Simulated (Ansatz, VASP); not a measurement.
## Two plane-wave programs on In

The input INCAR:

```
PREC = Accurate
ENCUT = 600
EDIFF = 1E-6
ISMEAR = 0
SIGMA = 0.1
LREAL = False
LASPH = True
NELM = 80
ALGO = Normal
ISIF = 3
LWAVE = False
LCHARG = False
GGA = PS
IBRION = 2
NSW = 80
EDIFFG = -0.05
```

File KPOINTS:

```
Automatic mesh
0
Gamma
  6 6 4
```

File POSCAR:

```
In
1.0
    2.9391734646      0.0000000000      0.0000000000
   -1.4695867323      2.5453988864      0.0000000000
    0.0000000000      0.0000000000      4.5635697155
In
2
Direct
    0.3333333333      0.6666666667      0.2500000000
    0.6666666667      0.3333333333      0.7500000000
```

Input for Ansatz:

```yaml
crystal:
  lattice:
    - [2.9391734646, 0.0, 0.0]
    - [-1.4695867323, 2.5453988864, 0.0]
    - [0.0, 0.0, 4.5635697155]
  atoms:
    - { symbol: In, position: [0.3333333333, 0.6666666667, 0.25] }
    - { symbol: In, position: [0.6666666667, 0.3333333333, 0.75] }
basis:
  ecutwfc: 420
kpoints:
  mp_grid: { grid: [6, 6, 4] }
hamiltonian:
  xc: pbesol
scf:
  occupations: { method: gaussian, width: 0.1 }
output:
  forces: true
  stress: true
  eigenvalues: true
relax:
  adjacent_minimum: "off"
  f_tol: 0.05
  max_steps: 60
  cell: { stress_tol: 0.5 }
```

Alike in both runs: task relaxation of cell and atoms; functional PBEsol; k mesh 6 × 6 × 4; occupations gaussian, width 0.1 eV; no spin polarisation.

|  | VASP | Ansatz |
| --- | --- | --- |
| version | VASP 6.6.1 | Ansatz 0.2.0 |
| potentials or method | VASP PAW PBE potentials, release 64 (In_d) | scalar-relativistic, plane waves, PAW |
| plane-wave cutoff (eV) | 600 | 420 |
| valence electrons in the cell | 26 | 26 |

Ansatz gave:

* gap on the k mesh at the Fermi level, each at its own relaxed structure (eV): none
* relaxed volume (Å³/atom): 25.61
* relaxed cell length with the largest relative difference (Å): 5.369
* energy change over the relaxation (meV/atom): -945

Estimate VASP's values.

gap on the k mesh at the Fermi level, each at its own relaxed structure (eV): none; relaxed volume (Å³/atom): 25.70; relaxed cell length with the largest relative difference (Å): 5.349; energy change over the relaxation (meV/atom): -947.

A gap of «none» marks a metal or a gap that the smearing closes.

Caveats: the k mesh is coarse (spacing up to 0.41 Å⁻¹), so the values aren't converged; the volume moved by over 15 % at a fixed basis, so the end points are rough (VASP); the PAW data sets were made with another functional, which shifts forces and pressure a little (VASP). Zero-point motion and thermal expansion aren't in these numbers.
